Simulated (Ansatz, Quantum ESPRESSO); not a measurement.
## GaN [001], zinc blende: uniaxial strain and lateral response

The c axis is held at a set length while the cell relaxes sideways. How do the lateral strain and the stress follow? The strained cell has c along the load; unstrained it is a = 3.1817 Å, b = 3.1817 Å, c = 4.4996 Å, α = 90.00°, β = 90.00°, γ = 90.00°, with 4 atoms.

Calculated with Quantum ESPRESSO 7.5, PBEsol, PseudoDojo 0.4.1 norm-conserving potentials, cutoff 1170 eV, Fermi–Dirac smearing 0.02 eV, k-mesh 9×9×6, no spin polarisation, no spin-orbit coupling.

Relaxed positions at 0 %:

```
atom       x       y       z
  Ga  0.0000  0.0000  0.0000
  Ga  0.5000  0.5000  0.5000
   N  0.5000  0.0000  0.7500
   N  0.0000  0.5000  0.2500
```

| ε_c (%) | a (Å) | c (Å) | ε_a (%) | σ (GPa, tension positive) |
| --- | --- | --- | --- | --- |
| −3 | 3.2166 | 4.3646 | 1.097 | −4.57 |
| −1 | 3.1930 | 4.4546 | 0.356 | −1.61 |
| 0 | 3.1817 | 4.4996 | 0.000 | 0.01 |
| 1 | 3.1706 | 4.5446 | −0.349 | 1.71 |
| 2 | 3.1598 | 4.5896 | −0.687 | 3.51 |
| 3 | 3.1494 | 4.6346 | −1.016 | 5.40 |

**Question.** Fit both responses and give the free strain and the stress at −2 %, a row left out above.

Least squares with y = y0 + y1 ε + y2 ε² (ε in %) gives ε_a = −0.001 + (−0.3522) ε + (0.0046) ε² and σ = 0.01 + (1.661) ε + (0.045) ε² GPa. The linear terms put the ratio of free to applied strain at −0.352 and the Young modulus at 166 GPa.

At −2 % the free strain comes out as 0.722 %. The run itself gives 0.722 %, so the estimate misses by 0.000 %, a rounding's worth.

The stress comes out as −3.13 GPa. The run itself gives −3.14 GPa, so the estimate misses by 0.00 GPa, a rounding's worth.

Along a cube axis ν = C12/(C11 + C12) and Y = (C11 − C12)(C11 + 2C12)/(C11 + C12), so C11 = Y(1 − ν)/[(1 + ν)(1 − 2ν)] = 269 GPa and C12 = 146 GPa.

The positive ε² term means that the crystal stiffens in tension.

The same fit over all rows at other levels or in other programs gives the strain ratio = −0.351 with PBEsol (Ansatz) and −0.352 with PBEsol (Quantum ESPRESSO, GBRV).

[Logs are printed without paths, hosts, clocks, repeated set-up lines and the standing remarks that a program may print on its own settings, such as how far it seeks lower states.]
